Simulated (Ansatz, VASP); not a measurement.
# Two plane-wave programs on SnO2

```xyz
3
Lattice="-0.0922 2.4412 2.4412 2.4412 -0.0922 2.4412 2.4412 2.4412 -0.0922" Properties=species:S:1:pos:R:3 pbc="T T T"
Sn    0.0000    0.0000    0.0000
O     1.2087    1.2087    1.2087
O     3.5816    3.5816    3.5816
```

Change from the starting cell: shear_111 strain -5.5%.

Alike in both runs: task single point; functional r2SCAN; k mesh 8 × 8 × 8; no spin polarisation.

|  | VASP | Ansatz |
| --- | --- | --- |
| version | VASP 6.6.1 | Ansatz 0.2.0 |
| potentials or method | VASP PAW PBE potentials, release 64 (Sn_d, O) | plane waves, PAW |
| plane-wave cutoff (eV) | 520 | 500 |
| occupations | gaussian, width 0.01 eV | fixed |
| valence electrons in the cell | 26 | 26 |

|  | VASP | Ansatz | Ansatz less VASP |
| --- | --- | --- | --- |
| gap on the k mesh at the Fermi level (eV) | 1.51 | 1.49 | -0.024 |
| pressure (GPa) | 16.7 | 15.0 | -1.69 |
| largest component of the traceless stress (GPa) | 1.58 | 1.46 | -0.126 |
| rms of the force components (eV/Å) | 0.013 | 0.000 | -0.0127 |

Atom by atom the forces differ by 0.013 eV/Å (rms over components).

Caveats: so large a pressure means that the cell lies far from this level's equilibrium, or that cutoff or potentials fall short (VASP); the potentials were made for another functional, which shifts forces and pressure (VASP); spin-orbit coupling is left out, which moves the levels of the heavy elements. A k mesh can miss the band edges.
